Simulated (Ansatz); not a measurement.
# Ir: equation of state with LDA

The system is Ir.

```
Ir
1.0
     2.75138    0.00000    0.00000
    -1.37569    2.38276    0.00000
     0.00000    0.00000    4.46229
Ir
2
Cartesian
  0.0000 1.5885 1.1156
  1.3757 0.7943 3.3467
```

This isn't the form of Ir at room conditions, which is fcc.

| Property | Result |
| --- | --- |
| Program | Ansatz 0.2.0 |
| Task | equation of state |
| Functional | LDA |
| Potentials or basis | all-electron LAPW, scalar-relativistic |
| Basis error allowed | 0.001 eV/atom |
| k mesh | 11 × 11 × 6 |
| Occupations | fermi-dirac, width 0.05 eV |
| Spin | no spin polarisation |

```json
{"Equilibrium volume": "13.91 Å³/atom", "Bulk modulus at fixed shape and positions": "401 GPa", "Pressure derivative of the bulk modulus": "5.1"}
```

Energy against volume, from the lowest point:
| volume (Å³/atom) | energy (meV/atom) |
| --- | --- |
| 13.749 | 0.71 |
| 14.042 | 0.00 |
| 14.335 | 13.82 |
| 14.627 | 40.44 |
| 14.920 | 78.31 |
| 15.212 | 126.05 |
| 15.505 | 182.43 |

All runs of the series together: 3.9 min on 1 thread of Intel(R) Xeon(R) Processor @ 2.70GHz (shared host).

Caveat: the cell was scaled at fixed shape and fractional positions, which overstates the stiffness of a crystal with free parameters, most of all of layers and chains. The run has no spin-orbit coupling, so splittings on Ir are missing.
